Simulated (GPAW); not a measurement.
# HgTe (I-4m2) in GPAW: convergence with convergence criteria

Aim: find how far convergence criteria must go before the results for HgTe settle, at LDA. This setting moves, with any that are tied to it; all else stays.

All numbers are computed with GPAW 26.7.0; they aren't measurements. Logs are shortened: lines on timing, memory, paths and dates and some standing lists are left out, and cuts for length are marked. The log counts tension as positive stress, the text compression.

## (1) Starting point

Symmetry: I-4m2, No. 119, tetragonal system. Conventional cell: a = 6.091 Å, b = 6.091 Å, c = 3.119 Å, α = 90.00°, β = 90.00°, γ = 90.00°. Around Hg (site symmetry -4m2) lie 2 Hg at 3.12 Å and 4 Te at 3.14 Å. Te (site symmetry -4m2) is surrounded by 2 Te at 3.12 Å and 4 Hg at 3.14 Å.

Measurements of this composition are mostly on another form, of space group No. 216.

## (2) With convergence criteria density=0.001 energy=0.01 eigenstates=0.0001

Input file run.py:

```python
from ase.dft.bandgap import bandgap
from ase.io import read, write
from ase.units import GPa
from gpaw import GPAW, PW

atoms = read('POSCAR')

calc = GPAW(mode=PW(600),
            xc='LDA',
            kpts={'size': (6, 6, 6), 'gamma': True},
            occupations={'name': 'fermi-dirac', 'width': 0.05},
            nbands=18,
            convergence={'density': 0.001, 'energy': 0.01, 'eigenstates': 0.0001},
            maxiter=100,
            txt='gpaw.txt')
atoms.calc = calc
energy = atoms.get_potential_energy()
forces = atoms.get_forces()
stress = atoms.get_stress()
calc.write('gs.gpw')
write('result.traj', atoms)
print(f'Energy: {energy:.6f} eV')
print('Forces (eV/A):')
print(forces.round(4))
print('Stress (GPa):', (stress / GPa).round(3))
print('Fermi level:', round(calc.get_fermi_level(), 4), 'eV')
print(f'Gap: {bandgap(calc)[0]:.4f} eV, direct: {bandgap(calc, direct=True)[0]:.4f} eV')
```

Input file POSCAR:

```
HgTe
1.0
   -3.0456030000      3.0456030000      1.5594100000
    3.0456030000     -3.0456030000      1.5594100000
    3.0456030000      3.0456030000     -1.5594100000
Hg Te
1 1
Direct
    0.7500000000      0.2500000000      0.5000000000
    0.0000000000      0.0000000000      0.0000000000
```

Potentials or basis: the program's PAW data sets (release 1.2.1) made for this functional, pw.

Started as:

```bash
> OMP_NUM_THREADS=1 python run.py
```

Run time: 18 s. Hardware: 1 thread of Arm Neoverse V1, shared host; peak memory 0.17 GiB.

What came out:

| Property | Result |
| --- | --- |
| Free energy | -5.4346 eV |
| Pressure | -4.9 GPa |
| Band gap on the k mesh | none (metal or under the smearing width) |

## (3) With convergence criteria default

run.py, as its differences from that of step 2:

```diff
@@ -12,3 +12,2 @@
             nbands=18,
-            convergence={'density': 0.001, 'energy': 0.01, 'eigenstates': 0.0001},
             maxiter=100,
```

POSCAR is that of step 2.

Potentials or basis: the program's PAW data sets (release 1.2.1) made for this functional, pw.

Started as:

```bash
> OMP_NUM_THREADS=1 python run.py
```

It took 24 s on 1 thread of Arm Neoverse V1, shared host; peak memory 0.17 GiB.

The run converged. Its results:

```yaml
Free_energy: -5.4346 eV
Pressure: -4.9 GPa
Band_gap_on_the_k_mesh: none (metal or under the smearing width)
```

## (4) With convergence criteria density=1e-05 energy=1e-05

run.py, as its differences from that of step 3:

```diff
@@ -12,2 +12,3 @@
             nbands=18,
+            convergence={'density': 1e-05, 'energy': 1e-05},
             maxiter=100,
```

POSCAR is that of step 3.

Started as:

```bash
> OMP_NUM_THREADS=1 python run.py
```

Wall time 25 s (1 thread of Arm Neoverse V1, shared host); peak memory 0.17 GiB.

The run converged. Its results:

```yaml
Free_energy: -5.4346 eV
Pressure: -4.9 GPa
Band_gap_on_the_k_mesh: none (metal or under the smearing width)
```

## (5) With convergence criteria density=1e-05 forces=0.0001

run.py, as its differences from that of step 4:

```diff
@@ -12,3 +12,3 @@
             nbands=18,
-            convergence={'density': 1e-05, 'energy': 1e-05},
+            convergence={'density': 1e-05, 'forces': 0.0001},
             maxiter=100,
```

POSCAR is that of step 4.

Started as:

```bash
> OMP_NUM_THREADS=1 python run.py
```

Run time: 26 s. Hardware: 1 thread of Arm Neoverse V1, shared host; peak memory 0.17 GiB.

The run converged. Its results:

| Item | Value |
| --- | --- |
| Free energy | -5.4346 eV |
| Pressure | -4.9 GPa |
| Band gap on the k mesh | none (metal or under the smearing width) |

## (6) With convergence criteria density=1e-06 energy=1e-06 eigenstates=1e-10

run.py, as its differences from that of step 5:

```diff
@@ -12,3 +12,3 @@
             nbands=18,
-            convergence={'density': 1e-05, 'forces': 0.0001},
+            convergence={'density': 1e-06, 'energy': 1e-06, 'eigenstates': 1e-10},
             maxiter=100,
```

POSCAR is that of step 5.

Potentials or basis: the program's PAW data sets (release 1.2.1) made for this functional, pw.

Started as:

```bash
> OMP_NUM_THREADS=1 python run.py
```

gpaw.txt:

```text
__  _  _
 | _ |_)|_||  |
 |__||  | ||/\| - 26.7.0

Input parameters:
  mode=PW(ecut=600.0),
  convergence={'density': 1e-06, 'energy': 1e-06, 'eigenstates': 1e-10},
  kpts=MonkhorstPack(size=(6, 6, 6), gamma=True),
  maxiter=100,
  nbands=18,
  occupations=Occupations(name='fermi-dirac', width=0.05),
  xc=XC(name='LDA')

Diagonalizing LCAO Hamiltonian
Converting LCAO to pw mode

         Hg

       Te

Atoms  # Å, Bohr magnetons
|   | symbol |        x |        y |        z |    initial magnetic moments |
|---|--------|----------|----------|----------|-----------------------------|
| 0 |     Hg | 0.000000 | 3.045603 | 0.779705 | ( 0.0000,  0.0000,  0.0000) |
| 1 |     Te | 0.000000 | 0.000000 | 0.000000 | ( 0.0000,  0.0000,  0.0000) |

Unit cell  # Å
| periodic |         x |         y |         z |  lengths |     angles |
|----------|-----------|-----------|-----------|----------|------------|
|      yes | -3.045603 |  3.045603 |  1.559410 | 4.580737 |  96.655021 |
|      yes |  3.045603 | -3.045603 |  1.559410 | 4.580737 |  96.655021 |
|      yes |  3.045603 |  3.045603 | -1.559410 | 4.580737 | 140.194129 |

Number of symmetries: 8
Symmetry operations  # r_c * U_cc + t_c -> r_c
|   | kind |            matrix            |
|---|------|------------------------------|
| 0 |  σ   |  1, 1, 1,  0, 0,-1,  0,-1, 0 |
| 1 |  E   |  1, 0, 0,  0, 1, 0,  0, 0, 1 |
| 2 |  C2  |  0, 1, 0,  1, 0, 0, -1,-1,-1 |
| 3 |  S4  |  0, 0, 1, -1,-1,-1,  0, 1, 0 |
| 4 |  σ   |  0, 0,-1,  1, 1, 1, -1, 0, 0 |
| 5 |  C2  |  0,-1, 0, -1, 0, 0,  0, 0,-1 |
| 6 |  C2  | -1, 0, 0,  0,-1, 0,  1, 1, 1 |
| 7 |  S4  | -1,-1,-1,  0, 0, 1,  1, 0, 0 |

BZ-sampling:
  Number of BZ points: 216
  Number of IBZ points: 30

  Monkhorst-Pack size: [6, 6, 6]
  Monkhorst-Pack shift: [0.08333333333333333, 0.08333333333333333, 0.08333333333333333]

K-points  # in reciprocal-cell coordinates
|     |                                coordinates |     weight |
|-----|--------------------------------------------|------------|
|   0 | (  0.00000000,   0.00000000,   0.00000000) | 0.00462963 |
|   1 | (  0.16666667,  -0.16666667,   0.00000000) | 0.01851852 |
|   2 | (  0.16666667,  -0.16666667,   0.16666667) | 0.01851852 |
|   3 | (  0.16666667,   0.00000000,   0.00000000) | 0.03703704 |
|   4 | (  0.16666667,   0.16666667,  -0.16666667) | 0.00925926 |
|   5 | (  0.33333333,  -0.33333333,   0.00000000) | 0.01851852 |
|   6 | (  0.33333333,  -0.33333333,   0.16666667) | 0.03703704 |
|   7 | (  0.33333333,  -0.33333333,   0.33333333) | 0.01851852 |
|   8 | (  0.33333333,  -0.16666667,   0.00000000) | 0.07407407 |
|   9 | (  0.33333333,  -0.16666667,   0.16666667) | 0.03703704 |
| ... |                                            |            |
|  29 | (  0.50000000,   0.50000000,   0.50000000) | 0.00462963 |

Plane wave coefficients: 1946
Cutoff: 600.0 eV

Spin-components: 1 (collinear spins)
Bands:           18
Projectors:      11
Spin-degeneracy: 2
Datatype:        complex128

Parallelization:
  kpt:    1
  domain: 1
  band:   1

Density:
  Valence electrons: 24.0
  Components: 1
  Grid points: [27 27 27]
  Charge: 0.0  # |e|

Potential:
  Grid points: [27 27 27]

species:
  Hg:
    name:    Mercury
    Z:       80.0
    valence: 18
    core:    62
    charge:  0.0  # [|e|]
    compensation charges:
      type: gauss
      rc: 0.41  # [Å]
      lmax: 2
    cutoffs:
      filter: 2.17  # [Å]
      core: 2.06  # [Å]
    projectors
    | kind |    occ | energy [eV] | rcut [Å] |
    |------|--------|-------------|----------|
    |   6s |  2.000 |      -7.094 |    1.307 |
    |   5p |  6.000 |     -66.817 |    1.291 |
    |   6p |  0.000 |      -1.195 |    1.291 |
    |   5d | 10.000 |     -10.099 |    1.302 |
    |    s |        |      20.118 |    1.307 |
    |    d |        |      17.112 |    1.302 |

    Using partial waves for Hg as LCAO basis

  Te:
    name:    Tellurium
    Z:       52.0
    valence: 6
    core:    46
    charge:  0.0  # [|e|]
    compensation charges:
      type: gauss
      rc: 0.36  # [Å]
      lmax: 2
    cutoffs:
      filter: 2.09  # [Å]
      core: 3.17  # [Å]
    projectors
    | kind |    occ | energy [eV] | rcut [Å] |
    |------|--------|-------------|----------|
    |   5s |  2.000 |     -15.337 |    1.180 |
    |   5p |  4.000 |      -6.113 |    1.196 |
    |    s |        |      11.875 |    1.180 |
    |    p |        |      21.098 |    1.196 |
    |    d |        |       0.000 |    1.238 |

    Using partial waves for Te as LCAO basis

Reference energy: -717502.457223  # eV

eigensolver:
  PPCG
  Converge bands: occupied
  niter=2

density mixing:
  MSR1-Mixer
  Pratt-step length: 0.05
  Maximum mixing coefficient: 0.75
  Old densities: 10
  SVD Regularization: 0.005
  Good broyden scale: 1.0
  Trust region scale: 1.0
  Backstep threshold: 4.0
  History deletion threshold: 6.0
  Fourier metric: weight=20.0, sigma=0.015

occupation numbers:
  Fermi-Dirac:
    width: 0.0500  # eV

poisson solver:
  ecut: 4800.0  # eV

xc functional:
  name: None

convergence criteria:
- Maximum integral of absolute [dens]ity change: 1e-06 electrons / valence electron
- Maximum [total energy] change in last 3 cyles: 1e-06 eV / valence electron
- Maximum integral of absolute [eigenst]ate change: 1e-10 eV^2 / valence electron
maximum number of iterations: 100

SCF iterations
|iter     | |      energy | eigst |  dens |
|---------|-|-------------|-------|-------|
|iter:   1| |   -5.489904 | -0.21 |       |
|iter:   2| |   -5.467086 | -2.22 | -1.52 |
|iter:   3| |   -5.413674 | -2.49 | -1.56 |
|iter:   4| |   -5.421593 | -3.04 | -1.96 |
|iter:   5| |   -5.424584 | -3.50 | -2.38 |
|iter:   6| |   -5.424179 | -4.62 | -2.86 |
|iter:   7| |   -5.424218 | -5.46 | -3.67 |
|iter:   8| |   -5.424219 | -6.36 | -4.11 |
|iter:   9| |   -5.424218c| -7.43 | -4.55 |
|iter:  10| |   -5.424218c| -9.01 | -5.19 |
|iter:  11| |   -5.424218c| -9.95 | -5.90 |
|iter:  12| |   -5.424218c|-10.35c| -6.60c|

Converged in 12 steps
Energy contributions relative to reference atoms: (reference = -717502.457223)

Energy contributions:
  Kinetic:          17.042823
  Coulomb:         -13.347807
  Zero:             -2.103884
  External:          0.000000
  Xc:               -7.004958
  Entropy:          -0.020784
  Spinorbit:         0.000000
  ----------------------------
  Free energy:      -5.434610
  Extrapolated:     -5.424218

dipole moment: (-19.965847, -6.207770, -6.700709)  # |e|*Ang

Fermi level: 5.929
Eigenvalues  # (at kpt = [0.000, 0.000, 0.000])
| band index |      eig [eV] | occ [0-2] |
|------------|---------------|-----------|
|          0 |       -57.370 |     2.000 |
|        ... |               |           |
|          4 |        -1.650 |     2.000 |
|          5 |        -0.970 |     2.000 |
|          6 |        -0.896 |     2.000 |
|          7 |        -0.453 |     2.000 |
|          8 |        -0.453 |     2.000 |
|          9 |         2.301 |     2.000 |
|         10 |         3.267 |     2.000 |
|         11 |         3.267 |     2.000 |
|         12 |         8.985 |     0.000 |
|         13 |        10.411 |     0.000 |
|         14 |        12.581 |     0.000 |
|         15 |        12.581 |     0.000 |
|         16 |        14.931 |     0.000 |
|         17 |        16.059 |     0.000 |

No gap
No difference between direct/indirect transitions

Forces  # eV/Ang
|        x |        y |        z |
|----------|----------|----------|
| -0.00000 | -0.00000 | -0.00000 |  # Hg   0
|  0.00000 |  0.00000 |  0.00000 |  # Te   1

Stress tensor  # eV/Ang^3
|        x |         y |         z |
|----------|-----------|-----------|
| 0.030365 |  0.000000 |  0.000000 |
| 0.000000 |  0.030365 | -0.000000 |
| 0.000000 | -0.000000 |  0.030311 |

# Writing to gs.gpw (mode='')
```

stdout:

```text
<dir> UserWarning: The angles between your unit-cell vectors are 96.7, 96.7 and 140.2 degrees.  Results may be wrong!  Please Niggli-reduce your unit-cell so that the angles are closer to 90 degrees:

  from ase.build import niggli_reduce
  niggli_reduce(atoms)

  warnings.warn(
Energy: -5.424218 eV
Forces (eV/A):
[[-0. -0. -0.]
 [ 0.  0.  0.]]
Stress (GPa): [ 4.865  4.865  4.856 -0.     0.     0.   ]
Fermi level: 5.929 eV
Gap: 0.0000 eV, direct: 0.0000 eV
```

Run time: 30 s. Hardware: 1 thread of Arm Neoverse V1, shared host; peak memory 0.17 GiB.

Results:

```
Free energy            : -5.4346 eV
Pressure               : -4.9 GPa
Band gap on the k mesh : none (metal or under the smearing width)
```

## (7) The series at a glance

| convergence criteria | energy less the tightest run, at zero smearing (meV/atom) | SCF cycles | CPU time (s) | peak memory (GiB) |
| --- | --- | --- | --- | --- |
| density=0.001 energy=0.01 eigenstates=0.0001 | 0.00 | 7 | 18 | 0.17 |
| default | 0.00 | 9 | 24 | 0.17 |
| density=1e-05 energy=1e-05 | 0.00 | 10 | 25 | 0.17 |
| density=1e-05 forces=0.0001 | 0.00 | 11 | 26 | 0.17 |
| density=1e-06 energy=1e-06 eigenstates=1e-10 | 0.00 | 12 | 30 | 0.17 |

Against the tightest run, the energy stays within 1 meV/atom from density=0.001 energy=0.01 eigenstates=0.0001 on. The tightest run that finished is the yardstick and may itself not be fully converged.

Caveats: all runs use coarse meshes; the program warned that so skewed a cell can give wrong results.
